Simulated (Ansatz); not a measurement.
A run of Ansatz 0.2.0 is set up as follows.

The input input.yaml:

```yaml
crystal:
  lattice:
    - [3.1829541699, 0.0, 0.0]
    - [-1.591477085, 2.7565191702, 0.0]
    - [0.0, 0.0, 28.53221786]
  atoms:
    - { symbol: W, position: [0.6666666667, 0.3333333333, 0.43436168] }
    - { symbol: W, position: [0.6666666667, 0.3333333333, 0.88553378] }
    - { symbol: W, position: [0.0, 0.0, 0.65928643] }
    - { symbol: S, position: [0.6666666667, 0.3333333333, 0.60462521] }
    - { symbol: S, position: [0.0, 0.0, 0.37971025] }
    - { symbol: S, position: [0.0, 0.0, 0.83084828] }
    - { symbol: S, position: [0.6666666667, 0.3333333333, 0.71395221] }
    - { symbol: S, position: [0.0, 0.0, 0.48903042] }
    - { symbol: S, position: [0.0, 0.0, 0.94018573] }
hamiltonian:
  xc: pbe
  pseudopotentials: { kind: paw }
kpoints:
  mp_grid: { grid: [10, 10, 1] }
  band_path:
    path:
      - [[0.0, 0.0, 0.0], [0.5, 0.0, 0.0], [0.3333333333, 0.3333333333, 0.0], [0.0, 0.0, 0.0], [0.0, 0.0, 0.5], [0.5, 0.0, 0.5], [0.3333333333, 0.3333333333, 0.5], [0.0, 0.0, 0.5]]
      - [[0.5, 0.0, 0.5], [0.5, 0.0, 0.0]]
      - [[0.3333333333, 0.3333333333, 0.0], [0.3333333333, 0.3333333333, 0.5]]
    npoints: 10
scf:
  occupations: { method: fermi_dirac, width: 0.05 }
  n_extra_bands: 22
output:
  forces: true
  stress: true
  eigenvalues: true
  fatbands: false
  write_density: true
  write_potential: true
  elf: true
  volumetric_format: npy
```

Potentials or basis: Ansatz PAW.

Launch:

```bash
$ ansatz run input.yaml --threads 4 --pin off --max-ram 11264MiB --backend cpu --events-out ev --progress --plain --runs-dir out
```

**Question.** Estimate the largest force.

**Answer.** 0.265 eV/Å.

**Question.** What does it give for the band gap on the k mesh?

**Answer.** 1.47 eV, indirect (least direct gap 2.11 eV).

**Question.** Estimate the band gap along the path.

**Answer.** 1.34 eV, indirect (least direct gap 1.76 eV).

Forces in eV/Å, atoms in the order of the input:
```
W    0.000  0.000 -0.012
W    0.000  0.000  0.002
W    0.000  0.000  0.004
S    0.000  0.000 -0.206
S    0.000  0.000 -0.265
S    0.000  0.000 -0.200
S    0.000  0.000  0.210
S    0.000  0.000  0.203
S    0.000  0.000  0.264
```

Caveat: the k mesh misses the band edges, so the gap on the mesh is wider than the one along the path; spin-orbit coupling is left out, which moves the levels of the heavy elements. A hybrid or GW would open this gap; PBE tends to underestimate it.
